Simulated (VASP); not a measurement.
# As (Pm-3m) in VASP: notebook

One crystal, As, is run at these levels: PBEsol; tasks: single point.

Program: VASP 6.6.1. These are calculated values, not measurements. Logs are shortened: lines on timing, memory, paths and dates and some standing lists are left out, and cuts for length are marked.

### 1 The crystal as given

It takes space group Pm-3m (No. 221, cubic). Conventional cell: a = 2.704 Å, b = 2.704 Å, c = 2.704 Å, α = 90.00°, β = 90.00°, γ = 90.00°. As (site symmetry m-3m) has 6 As at 2.70 Å as nearest neighbours.

This isn't the form of As at room conditions, which is rhombohedral.

### 2 Single point, PBEsol

Contents of INCAR:

```
PREC = Accurate ; ENCUT = 500
EDIFF = 1E-6 ; ISMEAR = 0
SIGMA = 0.05 ; LREAL = False
LASPH = True ; NELM = 100
ALGO = Normal ; ISIF = 2
LWAVE = False ; LCHARG = False
GGA = PS ; ADDGRID = False
```

Contents of KPOINTS:

```
regular mesh
0
Gamma
  6 6 6
```

Contents of POSCAR:

```
As
1.0
    2.7036817444      0.0000000000      0.0000000000
    0.0000000000      2.7036817444      0.0000000000
    0.0000000000      0.0000000000      2.7036817444
As
1
Direct
    0.5000000000      0.5000000000      0.5000000000
```

Potentials or basis: VASP PAW PBE potentials, release 64 (As).

Command:

```
> cat potpaw_PBE.64/As/POTCAR > POTCAR
> mpirun -np 1 vasp_std > vasp.out
```

OUTCAR:

```text
PREC = Accurate
   ENCUT = 500
   EDIFF = 1E-6
   ISMEAR = 0
   LREAL = False
   LASPH = True
   NELM = 100
   ISIF = 2
   GGA = PS

 Found     20 irreducible k-points:

 Following reciprocal coordinates:
            Coordinates               Weight
  0.000000  0.000000  0.000000      1.000000
  0.166667  0.000000  0.000000      6.000000
  0.333333  0.000000  0.000000      6.000000
  0.500000  0.000000  0.000000      3.000000
  0.166667  0.166667  0.000000     12.000000
  0.333333  0.166667  0.000000     24.000000
   k-points           NKPTS =     20   k-points in BZ     NKDIM =     20   number of bands    NBANDS=      6
   number of dos      NEDOS =    301   number of ions     NIONS =      1
   total plane-waves  NPLWV =   8000
   dimension x,y,z NGX =    20 NGY =   20 NGZ =   20
   dimension x,y,z NGXF=    40 NGYF=   40 NGZF=   40
   ions per type =               1
   NGX,Y,Z   is equivalent  to a cutoff of  12.30, 12.30, 12.30 a.u.
   NGXF,Y,Z  is equivalent  to a cutoff of  24.60, 24.60, 24.60 a.u.
 SYSTEM =  unknown system
   PREC   = accura    normal or accurate (medium, high low for compatibility)
   ISTART =      0    job   : 0-new  1-cont  2-samecut
   ICHARG =      2    charge: 1-file 2-atom 10-const
   ISPIN  =      1    spin polarized calculation?
   LNONCOLLINEAR =      F non collinear calculations
   LSORBIT =      F    spin-orbit coupling
   LASPH  =      T    aspherical Exc in radial PAW
   ENCUT  =  500.0 eV  36.75 Ry    6.06 a.u.   4.93  4.93  4.93*2*pi/ulx,y,z
   NELM   =    100;   NELMIN=  2; NELMDL= -5     # of ELM steps
   EDIFF  = 0.1E-05   stopping-criterion for ELM
   LREAL  =      F    real-space projection
   EDIFFG = 0.1E-04   stopping-criterion for IOM
   NSW    =      0    number of steps for IOM
   IBRION =     -1    ionic relax: 0-MD 1-quasi-New 2-CG
   NFREE  =      0    steps in history (QN), initial steepest desc. (CG)
   ISIF   =      2    stress and relaxation
   ISYM   =      2    0-nonsym 1-usesym 2-fastsym
   POTIM  = 0.5000    time-step for ionic-motion
   TEBEG  =    0.0;   TEEND  =   0.0 temperature during run
   PSTRESS=    0.0 pullay stress
   NELECT =       5.0000    total number of electrons
   NUPDOWN=      -1.0000    fix difference up-down
   EMIN   =  10.00;   EMAX   =-10.00  energy-range for DOS
   EFERMI =   0.00;   METHOD = LEGACY
   ISMEAR =     0;   SIGMA  =   0.05  broadening in eV -4-tet -1-fermi 0-gaus
   EFERMI_NEDOS =   21; number of points for ismear=-14 and -15
   IALGO  =     38    algorithm
   IMIX   =      4    mixing-type and parameters
     AMIX     =   0.40;   BMIX     =  1.00
     AMIX_MAG =   1.60;   BMIX_MAG =  1.00
  volume/ion in A,a.u.               =      19.76       133.37
  Fermi-wavevector in a.u.,A,eV,Ry     =   1.035403  1.956627 14.586243  1.072059
  Thomas-Fermi vector in A             =   2.169744
   LORBIT       =      0    0 simple, 1 ext, 2 COOP (PROOUT), +10 PAW based schemes
   GGA     = PS    functional components
   LHFCALC =     F    Hartree Fock is set to
   AEXX    =    0.0000 exact exchange contribution
   IVDW    =     0    specifies the selected vdW correction
   LEPSILON=     F    determine dielectric tensor
   LRPA    =     F    only Hartree local field effects (RPA)
 non-spin polarized calculation
 Gauss-broadening in eV      SIGMA  =   0.05
  energy-cutoff  :      500.00
  volume of cell :       19.76
 maximum number of plane-waves:       512
 NGX is ok and might be reduce to    20
   NGX =  9   NGY =  9   NGZ =  9

 number of electron       5.0000001 magnetization

 Free energy of the ion-electron system (eV)
  ---------------------------------------------------
  ext. energy  EPLUGINS =         0.00000000
  ---------------------------------------------------
  free energy    TOTEN  =        -5.05653195 eV

  energy without entropy =       -5.05627837  energy(sigma->0) =       -5.05640516

 E-fermi :   6.1662     XC(G=0): -10.5556

 val. band max:        6.0868977386   @ k =   0.1667   0.1667   0.0000
 cond. band min:       6.2454691954   @ k =   0.5000   0.3333   0.3333
 fundamental gap:      0.1585714568
 Fermi energy:         6.1661834671

 k-point     1 :       0.0000    0.0000    0.0000
  band No.  band energies     occupation
      1      -9.1818      2.00000
      2       9.9571      0.00000
      3       9.9571      0.00000
      4       9.9571      0.00000
      5      14.3128      0.00000
      6      14.3128      0.00000

 k-point     2 :       0.1667    0.0000    0.0000
  band No.  band energies     occupation
      1      -8.6737      2.00000
      2       5.8443      2.00000
      3      10.3985      0.00000
      4      10.3985      0.00000
      5      14.7678      0.00000
      6      16.0151      0.00000

 k-point     3 :       0.3333    0.0000    0.0000
  band No.  band energies     occupation
      1      -7.2636      2.00000
      2       1.1974      2.00000
      3      11.5038      0.00000
      4      11.5038      0.00000
      5      16.0040      0.00000
      6      17.6132      0.00000

 k-point     4 :       0.5000    0.0000    0.0000
  band No.  band energies     occupation
      1      -6.0265      2.00000
      2      -1.1588      2.00000
      3      12.2607      0.00000
      4      12.2607      0.00000
      5      17.0208      0.00000
      6      19.8044      0.00000

 k-point     5 :       0.1667    0.1667    0.0000
  band No.  band energies     occupation
      1      -8.1656      2.00000
      2       6.0869      1.97507
      3       6.5659      0.00000
      4      10.8379      0.00000
      5      15.8401      0.00000
      6      19.7379      0.00000

 k-point     6 :       0.3333    0.1667    0.0000
  band No.  band energies     occupation
      1      -6.7547      2.00000
      2       1.6752      2.00000
      3       7.5886      0.00000
      4      11.9366      0.00000
      5      16.3907      0.00000
      6      17.7041      0.00000

 [... further k-points ...]

------------------------ aborting loop because EDIFF is reached ----------------------------------------

  FORCE on cell =-STRESS in cart. coord.  units (eV):
  Direction    XX          YY          ZZ          XY          YZ          ZX
  --------------------------------------------------------------------------------------
  -------------------------------------------------------------------------------------
  Total       -0.1652903     -0.1652903     -0.1652903     -0.0000000      0.0000000      0.0000000
  in kB      -13.3995826    -13.3995826    -13.3995826     -0.0000000      0.0000000      0.0000000
  external PRESSURE =     -13.3995826 kB  Pullay stress =       0.0000000 kB

 VOLUME and BASIS-vectors are now :
 -----------------------------------------------------------------------------
  energy-cutoff  :      500.00
  volume of cell :       19.76
      direct lattice vectors                 reciprocal lattice vectors
     2.703681744  0.000000000  0.000000000     0.369866018  0.000000000  0.000000000
     0.000000000  2.703681744  0.000000000     0.000000000  0.369866018  0.000000000
     0.000000000  0.000000000  2.703681744     0.000000000  0.000000000  0.369866018

 POSITION                                       TOTAL-FORCE (eV/Angst)
 -----------------------------------------------------------------------------------
      1.35184      1.35184      1.35184         0.000000      0.000000      0.000000
 -----------------------------------------------------------------------------------
    total drift:                                0.000000      0.000000      0.000000

  FREE ENERGIE OF THE ION-ELECTRON SYSTEM (eV)
  ---------------------------------------------------
  free  energy   TOTEN  =        -5.0565319549 eV

  energy  without entropy=       -5.0562783702  energy(sigma->0) =       -5.05640516
```

Wall time 7.8 s (1 thread of AMD EPYC 7R13 (Zen 3), shared host); peak memory 0.08 GiB.

These settings aren't checked as converged: the numbers below hold their error.

What came out:

```yaml
Free_energy: -5.0565 eV
Pressure: -1.3 GPa
Band_gap_on_the_k_mesh: none (metal or under the smearing width)
```

Caveat: the k mesh is coarse (spacing up to 0.39 Å⁻¹), so the values aren't converged; the PAW data sets were made with another functional, which shifts forces and pressure a little.

### 3 Single point, PBEsol

Changes to INCAR since step 2:

```diff
@@ -1,2 +1,2 @@
-PREC = Accurate ; ENCUT = 500
+PREC = Accurate ; ENCUT = 400
 EDIFF = 1E-6 ; ISMEAR = 0
```

Contents of KPOINTS:

```
regular mesh
0
Gamma
  7 7 7
```

POSCAR is that of step 2.

Potentials or basis: VASP PAW PBE potentials, release 64 (As).

Command:

```
> cat potpaw_PBE.64/As/POTCAR > POTCAR
> mpirun -np 1 vasp_std > vasp.out
```

It used 2.5 s of CPU time on 1 thread of AMD EPYC 7R13 Processor (Zen 3), on a shared host, which was overloaded at the time.

The run converged, but some of its settings lie outside the range that counts as converged, so its numbers aren't taken as properties of the crystal.

What came out:

```yaml
Free_energy: -5.0674 eV
Pressure: -1.0 GPa
Band_gap_on_the_k_mesh: none (metal or under the smearing width)
```

Caveat: the PAW data sets were made with another functional, which shifts forces and pressure a little.

### 4 Single point, PBEsol

Changes to INCAR since step 3:

```diff
@@ -1,3 +1,3 @@
 PREC = Accurate ; ENCUT = 400
-EDIFF = 1E-6 ; ISMEAR = 0
+EDIFF = 1E-6 ; ISMEAR = -5
 SIGMA = 0.05 ; LREAL = False
```

KPOINTS is that of step 3.

POSCAR is that of step 3.

Command:

```
> cat potpaw_PBE.64/As/POTCAR > POTCAR
> mpirun -np 1 vasp_std > vasp.out
```

It used 2.5 s of CPU time on 1 thread of AMD EPYC 7R13 Processor (Zen 3), with other jobs on the host, which was overloaded at the time.

These settings aren't checked as converged: the numbers below hold their error.

Results:

```
Free energy            : -5.0438 eV
Pressure               : -2.2 GPa
Band gap on the k mesh : none (metal or under the smearing width)
```

Caveat: the PAW data sets were made with another functional, which shifts forces and pressure a little; tetrahedron occupations give inexact forces and stress in metals.

### 5 Single point, PBEsol

Contents of INCAR:

```
PREC = Accurate ; ENCUT = 900
EDIFF = 1E-6 ; ISMEAR = 0
SIGMA = 0.05 ; LREAL = False
LASPH = True ; NELM = 100
ALGO = Normal ; ISIF = 2
LWAVE = False ; LCHARG = False
GGA = PS ; ADDGRID = False
```

Contents of KPOINTS:

```
regular mesh
0
Gamma
  5 5 5
```

POSCAR is that of step 4.

Command:

```
> cat potpaw_PBE.64/As/POTCAR > POTCAR
> mpirun -np 1 vasp_std > vasp.out
```

It used 4.4 s of CPU time on 1 thread of AMD EPYC 7R13 Processor (Zen 3) (shared host), which was overloaded at the time.

The run converged, but some of its settings lie outside the range that counts as converged, so its numbers aren't taken as properties of the crystal.

What came out:

* Free energy: -4.9070 eV
* Pressure: -0.2 GPa
* Band gap on the k mesh: none (metal or under the smearing width)

Caveat: the k mesh is coarse (spacing up to 0.46 Å⁻¹), so the values aren't converged; the PAW data sets were made with another functional, which shifts forces and pressure a little.
